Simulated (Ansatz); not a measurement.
A series in volume scale on GaAs

All results are calculated (Ansatz 0.2.0). Free energy against uniform scaling of the volume at fixed shape and fractions; periodic cell, basis, potentials, k mesh and filling as listed.

The cell before it is scaled or strained (space group F-43m, No. 216):
```
cell vectors (Å)
   0.0000     2.8268     2.8268
   2.8268     0.0000     2.8268
   2.8268     2.8268     0.0000
atoms (fractions of the cell vectors)
Ga  0.00000  0.00000  0.00000
As  0.25000  0.25000  0.25000
```

Settings of every row: functional PBEsol; dispersion none; potentials PAW; wave cutoff 500 eV; density cutoff 2000 eV; k mesh 6x6x6; k shift 0x0x0; occupations fixed; smearing width 0 eV; spin none.

Limits: bands overlap under fixed occupations.

| row | volume scale | V (Å³/atom) | energy above lowest point (meV/atom) |
| --- | --- | --- | --- |
| 1 | 0.9 | 20.33 | 63 |
| 2 | 0.925 | 20.894 | 34.2 |
| 3 | 0.95 | 21.459 | ? |
| 4 | 0.975 | 22.024 | 3.9 |
| 5 | 1 | 22.588 | 0 |
| 6 | 1.025 | 23.153 | 2.4 |
| 7 | 1.05 | 23.718 | 10.1 |
| 8 | 1.075 | 24.283 | 22.2 |
| 9 | 1.1 | 24.847 | 38 |

Question: what energy above lowest point should row 3 give?

Worked fit of energy above lowest point. Take u = (V_r/V)^(2/3) − 1 with V_r = 22.87 Å³ an atom, which is twice the finite (Eulerian) strain; such expansions in the strain, on which the Birch-Murnaghan equation of state is built, carry the rest volume and the bulk modulus. The shown rows have u = 0.08165, 0.06209, 0.02545, 0.00831, -0.00817, -0.02398, -0.03918, -0.05377. Least squares give energy above lowest point = 0.56 − 143.3 × u + 10634 × u² + 6057 × u³ meV/atom; a parabola predicts inner rows, each left out in turn, worse (root mean square 0.44 against 0.12 meV/atom). The rows lie off it by -0.1, 0.1, 0.0, -0.1, 0.0, 0.1, 0.1, -0.1. Its lowest point lies at u = 0.0067, or V = 22.64 Å³ an atom, and the curvature there gives the bulk modulus at fixed shape and fractions, B = (4/9)(1 + u)² E″(u)/V = 68.6 GPa. The withheld row has u = 0.04337, so the fit gives 0.56 − 143.3 × (0.04337) + 10634 × (0.04337)² + 6057 × (0.04337)³ = 14.8 meV/atom.

The calculation gave 14.9 meV/atom. The fit lies 0.1 meV/atom (0.16 % of the column's range) below it, one unit of the last digit.
